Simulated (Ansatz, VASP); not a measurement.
Rh: VASP beside Ansatz

File INCAR:

```
SYSTEM = Rh
PREC     = Accurate       ! precision mode
ENCUT    = 520            ! plane-wave cutoff, eV
EDIFF    = 1E-7           ! SCF threshold, eV
ISMEAR   = 1              ! smearing method
SIGMA    = 0.1            ! smearing width, eV
LREAL    = .False.        ! projectors in reciprocal space
LASPH    = .True.         ! aspherical terms in the spheres
NELM     = 100            ! most SCF steps
ALGO     = Normal         ! electronic algorithm
ISIF     = 2              ! what is computed and relaxed
LWAVE    = .False.        ! write WAVECAR
LCHARG   = .False.        ! write CHGCAR
GGA      = CA             ! functional
NBANDS   = 22             ! bands
```

KPOINTS

```
Automatic mesh
0
Gamma
  12 12 7
  0 0 0
```

Contents of POSCAR:

```
Rh
1.0
    2.7400520866      0.0000000000      0.0000000000
   -1.3700265450      2.3729545228      0.0000000000
    0.0000000000      0.0000000000      4.4432016961
Rh
2
Direct
    0.6666666667      0.3333333333      0.7500000000
    0.3333333333      0.6666666667      0.2500000000
```

Input for Ansatz:

```yaml
crystal:
  lattice:
    - [2.740052086585491, 0.0, 0.0]
    - [-1.3700265449538875, 2.3729545228385445, 0.0]
    - [0.0, 0.0, 4.443201696121023]
  atoms:
    - { symbol: Rh, position: [0.6666666666666666, 0.3333333333333333, 0.75] }
    - { symbol: Rh, position: [0.3333333333333333, 0.6666666666666666, 0.25] }
basis:
  ecutwfc: 500.0
kpoints:
  mp_grid:
    grid: [12, 12, 7]
hamiltonian:
  xc: lda
  pseudopotentials:
    kind: paw
scf:
  occupations:
    method: cold
    width: 0.1
output:
  stress: true
```

This isn't the form of Rh at room conditions, which is fcc.

Alike in both runs: task single point; functional LDA; k mesh 12 × 12 × 7; no spin polarisation.

|  | VASP | Ansatz |
| --- | --- | --- |
| version | VASP 6.6.1 | Ansatz 0.2.0 |
| potentials or method | VASP PAW LDA potentials, release 64 (Rh_pv) | plane waves, PAW |
| plane-wave cutoff (eV) | 520 | 500 |
| occupations | methfessel-paxton of order 1, width 0.1 eV | cold, width 0.1 eV |
| valence electrons in the cell | 30 | 34 |

Ansatz gave:

| Quantity | Value |
| --- | --- |
| pressure (GPa) | -21.6 |
| largest component of the traceless stress (GPa) | 0.17 |

Q: Which values does VASP return?

A: Pressure (GPa): -20.9; largest component of the traceless stress (GPa): 0.03.

The two sets of potentials don't hold the same shells in valence.

Caveats: so large a pressure means that the cell lies far from this level's equilibrium, or that cutoff or potentials fall short (VASP).
